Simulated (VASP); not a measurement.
Sb: relaxation of cell and atoms with PBE

Sb:

```
CELL_PARAMETERS angstrom
3.12240 0.00000 0.00000
0.00000 4.34752 0.00000
-0.03891 0.00000 4.40585
ATOMIC_POSITIONS crystal
Sb 0.98861 0.75000 0.75883
Sb 0.01139 0.25000 0.24117
```

This isn't the form of Sb at room conditions, which is rhombohedral.

```json
{"Program": "VASP 6.6.1", "Task": "relaxation of cell and atoms", "Functional": "PBE", "Potentials or basis": "VASP PAW PBE potentials, release 64 (Sb)", "Cutoff": "600 eV", "k mesh": "14 × 10 × 10", "Occupations": "gaussian, width 0.1 eV", "Spin": "no spin polarisation", "Further INCAR settings": "ALGO = Normal; EDIFF = 1e-07; IBRION = 2; EDIFFG = -0.005; NSW = 90; ISIF = 3"}
```

```yaml
Relaxed_volume: 30.03 Å³/atom
Relaxed_cell: a = 3.109 Å, b = 4.394 Å, c = 4.396 Å, α = 90.00°, β = 89.97°, γ = 90.00°
Space_group_after_relaxing_to_0.05_Å: Pm-3m (No. 221)
Energy_gained_by_relaxing: 3.8 meV/atom
Ionic_steps: 24
Pressure_after_relaxing: 0.0 GPa
Band_gap_on_the_k_mesh: none (metal or under the smearing width)
```

Step by step:
```
step  energy change (eV)  largest force (eV/Å)  pressure (GPa)  volume (Å³)
   1              0.0000                0.1149            0.39        59.81
   2             -0.0025                0.0899           -0.23        60.44
   3             -0.0026                0.0912           -0.20        60.41
   4             -0.0038                0.0838           -0.09        60.24
   5             -0.0055                0.0473            0.32        59.75
   6             -0.0062                0.0363            0.25        59.81
   7             -0.0068                0.0215            0.07        59.98
   8             -0.0069                0.0202            0.10        59.95
   9             -0.0070                0.0199            0.04        60.02
  10             -0.0070                0.0196           -0.08        60.15
  11             -0.0071                0.0187           -0.06        60.13
  12             -0.0072                0.0172           -0.02        60.09
  13             -0.0072                0.0148            0.06        60.00
  14             -0.0072                0.0162            0.00        60.06
  15             -0.0073                0.0152            0.01        60.06
  16             -0.0073                0.0122            0.01        60.06
  17             -0.0074                0.0058            0.02        60.05
  18             -0.0074                0.0053            0.02        60.05
  19             -0.0075                0.0038            0.01        60.06
  20             -0.0075                0.0008            0.00        60.07
  21             -0.0075                0.0052           -0.03        60.10
  22             -0.0075                0.0017           -0.01        60.08
  23             -0.0075                0.0014           -0.01        60.08
  24             -0.0075                0.0007            0.01        60.06
```

Final structure:
```
Sb
1.0
     3.10941    0.00000    0.01438
     0.00000    4.39391    0.00000
    -0.01830    0.00000    4.39570
Sb
2
Direct
  0.00023 0.75000 0.75001
  0.99977 0.25000 0.24999
```

Levels at points of the mesh, in eV from the Fermi level:
| k point | band 3 | band 4 | band 5 | band 6 | band 7 | band 8 |
| --- | --- | --- | --- | --- | --- | --- |
| (0.00, 0.00, 0.00) | -3.49 | -3.49 | 2.22 | 3.26 | 3.27 | 3.27 |
| (0.50, 0.00, 0.00) | -4.55 | -1.60 | -1.59 | -1.58 | 4.85 | 4.86 |
| (0.00, 0.50, 0.00) | -1.32 | -1.32 | -0.89 | -0.89 | 4.91 | 4.91 |
| (0.50, 0.50, 0.00) | -3.90 | -3.90 | 0.64 | 0.64 | 1.52 | 1.52 |
| (0.00, 0.00, 0.50) | -1.32 | -1.32 | -0.89 | -0.89 | 4.91 | 4.91 |
| (0.50, 0.00, 0.50) | -3.90 | -3.90 | 0.65 | 0.65 | 1.52 | 1.52 |
| (0.00, 0.50, 0.50) | -5.52 | -5.52 | 5.24 | 5.24 | 5.26 | 5.26 |
| (0.50, 0.50, 0.50) | -3.50 | -3.50 | -3.48 | -3.48 | 2.23 | 2.23 |

Wall time 13 min on 1 thread of Intel(R) Xeon(R) 6975P-C (Granite Rapids) (shared host), peak memory 0.47 GiB.

The run has no spin-orbit coupling, so splittings on Sb are missing.
